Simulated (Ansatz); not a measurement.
The cell comes from COD entry 9012476, which wasn't checked; take it as a given geometry.

An input for N and the output that it gave: DFT, PBE, all-electron LAPW, scalar-relativistic (Ansatz 0.2.0).

Command: `ansatz run input.yaml --threads 1 --pin off --max-ram 3072MiB --backend cpu --events-out ev --progress --plain --runs-dir out` The run took about 110 s on 1 thread of a shared machine.

```yaml
crystal:
  lattice:
    - [4.0499987506, 0.0, 0.0]
    - [-2.0249993753, 3.5074018033, 0.0]
    - [0.0, 0.0, 6.604]
  atoms:
    - { symbol: "N", position: [0.3333333333, 0.6666666667, 0.338] }
    - { symbol: "N", position: [0.6666666667, 0.3333333333, 0.838] }
    - { symbol: "N", position: [0.3333333333, 0.6666666667, 0.162] }
    - { symbol: "N", position: [0.6666666667, 0.3333333333, 0.662] }
kpoints:
  mp_grid: { grid: [9, 9, 5] }
  band_path:
    path:
      - [0.0, 0.0, 0.0]
      - [0.5, 0.0, 0.0]
      - [0.3333333333, 0.3333333333, 0.0]
      - [0.0, 0.0, 0.0]
      - [0.0, 0.0, 0.5]
      - [0.5, 0.0, 0.5]
      - [0.3333333333, 0.3333333333, 0.5]
      - [0.0, 0.0, 0.5]
      - [0.5, 0.0, 0.5]
    npoints: 8
scf:
  occupations: { method: fermi_dirac, width: 0.03 }
hamiltonian:
  xc: pbe
  pseudopotentials: { kind: all_electron, lapw: { basis_error: 0.001 } }
output:
  forces: true
  stress: true
  eigenvalues: true
  fatbands: true
  populations: true
  dos: { projected: true, de: 0.2, e_range: [-14, 8] }
```

What the program printed:

```
N: projections on atomic orbitals take those of the free atom 1s2 2s2 2p3, of charge +0.00 (hamiltonian.pseudopotentials.projection_atoms)
LAPW: plane waves up to 15.088 Å⁻¹, error target 1.0e-3 eV per atom; small_component_spin mean_spin; N in spheres of 0.581 Å, 7 of its electrons in bands, Dirac shells []
Engine: ansatz 0.2.0
Pseudopotentials: kind: all_electron
Pseudopotential: N, LAPW, valence charge 7, Koelling and Harmon's equation, gaussian nucleus
Functional definition: PBE
  parameter kappa = 0.804
  parameter beta = 0.06672455060314922
  exchange = pbe_x(kappa = kappa, mu = beta*pi^2/3)
  correlation = pbe_c(beta = beta)
Crystal: 4 atoms, lattice volume = 93.810 Å³
Basis set: ecut = 867.3420830985434 eV, 5419 PW (Γ), exchange–correlation at level 2
Bands: 18, of which v1, the nominal top of the filled ones, is band 14 counted from 1 (13 counted from 0)
Symmetry: 24 space group operations
Space group: P63/mmc (ITA 194), of the structure as read, at distance tolerance 4.5e-5 Å
k-points: 36 of 405
Non-local potential: N, projectors of the file, none
Initial density: superposition of atomic densities (chi_scale 0.1, normalization cell)
Initial wavefunctions: plane waves of lowest kinetic energy (no species holds an atomic orbital)
Functional: x = pbe(κ = 0.804, μ = 0.2195149727645171), c = pbe(β = 0.06672455060314922)
iter 1 solved again at ethr=9.34e-3 eV; its pass at ethr=1.00e-1 eV (dr2=2.62e0 eV) is discarded
SCF iter   1: F=—  HF=-5961.329286 eV  |F-HF|=—  |Δ(HF+E_count)|=         —  Δρ=7.26e-2  dr2=2.68e0  ethr=9.34e-3  ⟨swp⟩=2.0  Hψ=4248  notcnv=0
preconditioner: auto → Resta (q_TF=auto, 2.230 Å⁻¹)  ε∞=2.9  [insulator: Δε(μ)=6.777 eV  Ē_g=12.473 eV  σ=0.030 eV  W_gap=1.00  n_scr=22 (ndim 8)  ℏωp=17.1 eV  f_vac=0.305  D(μ)=0.00/eV (n_scr^D=0)  ε∞_Penn≈2.9]
SCF iter   2: F=—  HF=-5960.337402 eV  |F-HF|=—  |Δ(HF+E_count)|=   9.92e-1  Δρ=3.34e-2  dr2=5.14e-1  ethr=9.34e-3  ⟨swp⟩=3.0  Hψ=1749  notcnv=0
iter 3 solved again at ethr=3.88e-5 eV; its pass at ethr=1.84e-3 eV (dr2=1.09e-2 eV) is discarded
SCF iter   3: F=—  HF=-5960.131985 eV  |F-HF|=—  |Δ(HF+E_count)|=   2.05e-1  Δρ=4.35e-3  dr2=1.03e-2  ethr=3.88e-5  ⟨swp⟩=3.0  Hψ=3404  notcnv=0
SCF iter   4: F=—  HF=-5960.131557 eV  |F-HF|=—  |Δ(HF+E_count)|=         —  Δρ=6.78e-4  dr2=8.02e-4  ethr=3.66e-5  ⟨swp⟩=2.1  Hψ=1588  notcnv=0
the basis was enlarged: its passes take 144.0 KiB over the memory plan, 1 of 1 planned eigensolver slots
SCF iter   5: F=—  HF=-5960.131707 eV  |F-HF|=—  |Δ(HF+E_count)|=   1.50e-4  Δρ=4.56e-4  dr2=1.37e-4  ethr=2.86e-6  ⟨swp⟩=3.0  Hψ=1944  notcnv=0
SCF iter   6: F=—  HF=-5960.131660 eV  |F-HF|=—  |Δ(HF+E_count)|=   4.74e-5  Δρ=5.93e-5  dr2=2.25e-6  ethr=4.88e-7  ⟨swp⟩=3.0  Hψ=1747  notcnv=0
SCF iter   7: F=-5960.131660 eV  HF=-5960.131660 eV  |F-HF|=1.52e-8  |Δ(HF+E_count)|=   5.88e-7  Δρ=7.62e-6  dr2=5.66e-8  ethr=8.02e-9  ⟨swp⟩=3.0  Hψ=1775  notcnv=0
SCF 1 converged in 7 iterations: F = -5960.131660 eV  dr2 = 5.66e-8
NSCF: frozen V_eff on 65 k-points
SCF converged after 7 iterations
Free energy (F): -5960.131660 eV
Harris-Foulkes:  -5960.131660 eV  (|F-HF|=1.52e-8)
Internal energy: -5960.131660 eV  (E = F + TS)
E sigma→0 (E₀):  -5960.131660 eV
Fermi energy:    -2.100281 eV
--- Per-component energies (eV) ---
  E_band       = -3242.269477
  E_kinetic    = 5931.859704
  E_xc         = -735.947812
  E_electrostatic = -11156.043552  (all electrons and nuclei)
  E_smearing   = -0.000000  (= −TS)
  E_closure    = 0.000000  (closes the sum)
  E_atoms      = -5926.970060  (free atoms, spherical and without spin; not in F)
  Σ components = -5960.131660   (vs F -5960.131660, Δ=0.00e0)
  Basis errors (estimates in eV, not in F): energy 6.0e-4 per atom: plane waves 5.7e-4 (3.7e-4 summed), levels above the bands 2.2e-103, relativity 4.2e-8, radial functions 3.4e-5, core shells 0.0e0; eigenvalues (radial functions only) 1.8e-6; not estimated: angular momenta, meshes, grids; target (lapw.basis_error) 1.0e-3; muffin-tin radii N 0.581 Å
--- Forces (eV/Å), atoms counted from 1 ---
  atom   1  N      0.00000000    -0.00000000    -6.98595083
  atom   2  N     -0.00000000     0.00000000    -6.98595083
  atom   3  N      0.00000000    -0.00000000     6.98595083
  atom   4  N      0.00000000     0.00000000     6.98595083
  max |Σ_I F_I| component: 1.52e-18 eV/Å
--- Stress (GPa, compression-positive) ---
        0.626996       0.000000       0.000000
       -0.000000       0.626996       0.000000
        0.000000       0.000000     -26.665964
  P = ⅓ Tr σ = -8.4707 GPa (-84.707 kbar)
--- Band table (eV; the first three rows and the last of 36) ---
  k-point 0: bands = ["-379.4507", "-379.4507", "-379.4325", "-379.4325", "-22.9379", "-22.8776", "-10.1239", "-9.0623", "-6.6439", "-6.6439", "-6.6335", "-6.4628", "-6.4628", "-5.1242", "1.7040", "1.7040", "2.3292", "2.3292"]
  k-point 1: bands = ["-379.4507", "-379.4507", "-379.4325", "-379.4325", "-22.9322", "-22.8835", "-10.0491", "-9.2100", "-6.6272", "-6.6272", "-6.4807", "-6.4807", "-6.4440", "-5.2425", "1.7600", "1.7600", "2.2652", "2.2652"]
  k-point 2: bands = ["-379.4507", "-379.4507", "-379.4325", "-379.4325", "-22.9172", "-22.8986", "-9.8364", "-9.5261", "-6.5829", "-6.5829", "-6.5270", "-6.5270", "-6.0175", "-5.5686", "1.9099", "1.9099", "2.1025", "2.1025"]
  k-point 35: bands = ["-379.4507", "-379.4507", "-379.4325", "-379.4325", "-22.8817", "-22.8817", "-9.5560", "-9.5560", "-6.8816", "-6.7799", "-6.7799", "-6.7592", "-5.7567", "-5.7567", "1.3903", "1.7739", "1.7739", "1.8486"]
--- Löwdin populations: 4 sites ---
  site symbol       q [e]
     0      N      6.9168
     1      N      6.9168
     2      N      6.9168
     3      N      6.9168
  spilling = 0.011886 (of n_electrons = 28.000000)
```
